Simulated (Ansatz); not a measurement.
MnS:

```
Mn S
1.0
     0.00000    2.60450    2.60450
     2.60450    0.00000    2.60450
     2.60450    2.60450    0.00000
Mn S
1 1
Cartesian
  0.0000 0.0000 0.0000
  2.6045 2.6045 2.6045
```

| Item | Value |
| --- | --- |
| Program | Ansatz 0.2.0 |
| Task | relaxation of cell and atoms |
| Functional | PBE |
| Potentials or basis | Ansatz PAW |
| Cutoff | 420 eV (not typed: the program's choice for these potentials) |
| k mesh | 9 × 9 × 9 |
| Occupations | fermi-dirac, width 0.05 eV |
| Spin | collinear spin, ferromagnetic start |
| Starting moments | [4.0, 0.0] μB |

At the start: volume 17.67 Å³/atom.

Where does the relaxation end?

It ends after 5 steps and the volume is 16.72 Å³/atom (-5.4 %); space group Fm-3m (No. 225, to 0.05 Å); moment 4.57 μB per cell.

Step by step:
| step | energy change (eV) | largest force (eV/Å) | volume (Å³) |
| --- | --- | --- | --- |
| 1 | 0.0000 | 0.0000 | 35.33 |
| 2 | -0.0147 | 0.0000 | 34.20 |
| 3 | -0.0177 | 0.0000 | 33.48 |
| 4 | -0.0177 | 0.0000 | 33.44 |
| 5 | -0.0172 | 0.0000 | 33.44 |

Final structure:
```
CELL_PARAMETERS angstrom
0.00000 2.55699 2.55699
2.55699 0.00000 2.55699
2.55699 2.55699 0.00000
ATOMIC_POSITIONS crystal
Mn 0.00000 0.00000 0.00000
S 0.50000 0.50000 0.50000
```

Caveat: the plane-wave basis is chosen anew once the cell has moved, so the energies of steps on either side of that aren't comparable; a cell with one magnetic atom can't hold antiferromagnetic order, which such compounds often take.
